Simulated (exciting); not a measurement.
**ZnSe (Stilleite): TDDFT spectrum with PBEsol**

**Measured values to compare with.**

“Alloy Disordering Effects on the Thermal Conductivity and Energy Gap Temperature Dependence of Cd1−xZnxSe Ternary Crystals Grown by the Bridgman Method”, 2023, pmc:10253836 reports, for a bulk crystal of ZnSe at 300 K: band gap 2.695 ± 0.003 eV (an exciton energy, a little under the gap).

The system is ZnSe (Stilleite).

```
Se Zn
1.0
     0.00000    2.83380    2.83380
     2.83380    0.00000    2.83380
     2.83380    2.83380    0.00000
Se Zn
1 1
Direct
  0.75000 0.75000 0.75000
  0.00000 0.00000 0.00000
```

* Program: exciting (release sodium)
* Task: TDDFT spectrum
* Functional: PBEsol
* Potentials or basis: all-electron LAPW+lo, shipped species files, valence relativity iora*
* rgkmax: 7.5
* k mesh: 5 × 5 × 5
* Occupations: gaussian, width 0.005 eV
* Spin: no spin polarisation
* q or response mesh: 6 × 6 × 6
* Exchange-correlation kernel: RPA
* Scissor shift (eV): 0.5 eV
* gqmax (local fields): 2 1/bohr
* Broadening: 0.19048 eV
* gmaxvr (cutoff of density and potential): 14 1/bohr
* lmaxapw (and lmaxmat): 10
* lmaxvr: 8
* nempty: 10
* Valence relativity: iora*
* epsengy: 1e-05 Ha
* epspot: 1e-05 Ha
* maxscl: 60
* Muffin-tin radii: Se 2.0, Zn 2.0 bohr

- Band gap on the k mesh: 1.15 eV, direct
- All electrons inside the program's atomic spheres: Se 31.26; Zn 28.11 (radii Se 2.0, Zn 2.0 bohr)

Levels at points of the mesh, in eV from the valence-band top:
| k point | band 13 | band 14 | band 15 | band 16 | band 17 | band 18 | band 19 | band 20 | band 21 | band 22 |
| --- | --- | --- | --- | --- | --- | --- | --- | --- | --- | --- |
| (0.00, 0.00, 0.00) | -6.20 | -6.20 | 0.00 | 0.00 | 0.00 | 1.15 | 5.73 | 5.73 | 5.73 | 9.74 |

Dielectric function (mean over the directions given):
| energy (eV) | real part | imaginary part |
| --- | --- | --- |
| 0.30 | 6.44 | 0.03 |
| 1.22 | 6.82 | 0.15 |
| 2.21 | 8.09 | 1.60 |
| 3.20 | 8.44 | 2.52 |
| 4.19 | 6.82 | 6.28 |
| 5.18 | 6.35 | 5.52 |
| 6.17 | 0.44 | 10.04 |
| 7.16 | 0.19 | 5.46 |
| 8.15 | -1.10 | 5.22 |
| 9.14 | -1.61 | 3.49 |
| 10.06 | -1.14 | 2.24 |
| 11.05 | -0.98 | 1.96 |
| 12.04 | -0.64 | 1.41 |
| 13.03 | -0.56 | 1.10 |
| 14.02 | -0.44 | 0.85 |
| 15.01 | -0.18 | 0.61 |
| 16.00 | 0.04 | 0.47 |
| 16.99 | 0.20 | 0.47 |
| 17.98 | 0.26 | 0.40 |
| 18.97 | 0.39 | 0.41 |

Run time: 3.6 min on 2 threads of Intel(R) Xeon(R) Platinum 8375C CPU @ 2.90GHz (Ice Lake), on a shared host, peak memory 0.35 GiB.

A measured gap of ZnSe is 2.695 eV (an exciton energy, a little under the gap; 300 K; “Alloy Disordering Effects on the Thermal Conductivity and Energy Gap Temperature Dependence of Cd1−xZnxSe Ternary Crystals Grown by the Bridgman Method”, 2023, pmc:10253836); the calculated 1.15 eV misses it by -1.54 eV. So large a miss can be the level of theory's own, or it may mean another phase, state or a wrong row. Spin-orbit coupling on Se is left out. The value is that of PBEsol, without temperature or zero-point motion. Semilocal functionals fall short of measured gaps as a rule.

Caveat: the scissor shift is a trial value, not fitted to this crystal; spectra need much finer meshes, so this one isn't converged.
